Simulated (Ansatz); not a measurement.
Geometry optimisation in Ansatz: input, command and trajectory.

```yaml
crystal:
  lattice:
    - [2.8765268331, 0.0, 0.0]
    - [-1.4382634165, 2.4911453121, 0.0]
    - [0.0, 0.0, 4.7064339905]
  atoms:
    - { symbol: Ag, position: [0.3333333333, 0.6666666667, 0.25] }
    - { symbol: Ag, position: [0.6666666667, 0.3333333333, 0.75] }
basis:
  ecutwfc: 420
kpoints:
  mp_grid: { grid: [18, 18, 10] }
hamiltonian:
  xc: pbesol
scf:
  occupations: { method: gaussian, width: 0.1 }
output:
  forces: true
  stress: true
  eigenvalues: true
  write_density: true
  write_potential: true
  elf: true
  volumetric_format: npy
relax:
  adjacent_minimum: "off"
  f_tol: 0.008
  max_steps: 50
  cell: { stress_tol: 0.08, p_target: -1.0 }
```

```bash
ansatz run input.yaml --threads 1 --pin off --max-ram 2560MiB --backend cpu --events-out ev --progress --plain --runs-dir out
```

All numbers below come from Ansatz 0.2.0, DFT PBEsol, scalar-relativistic, plane waves, PAW.

Of 4 frames 3 are shown, positions in Å and forces in eV/Å; the SCF threshold varies from step to step. Steps run on the plane waves of an earlier cell, with a Pulay correction in the pressure. The basis is chosen afresh for the last frame, the zero of the energies, and at times for earlier ones too; energy and pressure step there, also at an unchanged geometry. The relaxation lowers the enthalpy F + PV at the target pressure, so the free energy itself can rise.

```xyz
2
Lattice="2.8765 0.0000 0.0000 -1.4383 2.4911 0.0000 0.0000 0.0000 4.7064" Properties=species:S:1:pos:R:3:forces:R:3 pbc="T T T" step=1 free_energy_over_end_meV_per_atom=0.12 pressure_GPa=-1.12
Ag    0.0000    1.6608    1.1766    0.0000    0.0000    0.0000
Ag    1.4383    0.8304    3.5298    0.0000    0.0000    0.0000
2
Lattice="2.8744 0.0000 0.0000 -1.4372 2.4893 0.0000 0.0000 0.0000 4.7036" Properties=species:S:1:pos:R:3:forces:R:3 pbc="T T T" step=2 free_energy_over_end_meV_per_atom=-0.11 pressure_GPa=-0.89
Ag    0.0000    1.6595    1.1759    0.0000    0.0000    0.0000
Ag    1.4372    0.8298    3.5277    0.0000    0.0000    0.0000
2
Lattice="2.8753 0.0000 0.0000 -1.4377 2.4901 0.0000 0.0000 0.0000 4.7051" Properties=species:S:1:pos:R:3:forces:R:3 pbc="T T T" step=4 free_energy_over_end_meV_per_atom=0.00 pressure_GPa=-1.00
Ag    0.0000    1.6601    1.1763    0.0000    0.0000    0.0000
Ag    1.4377    0.8300    3.5288    0.0000    0.0000    0.0000
```

Time: 19 s on 1 thread of Intel(R) Xeon(R) Platinum 8488C (Sapphire Rapids), with other jobs on the host, peak memory 0.48 GiB.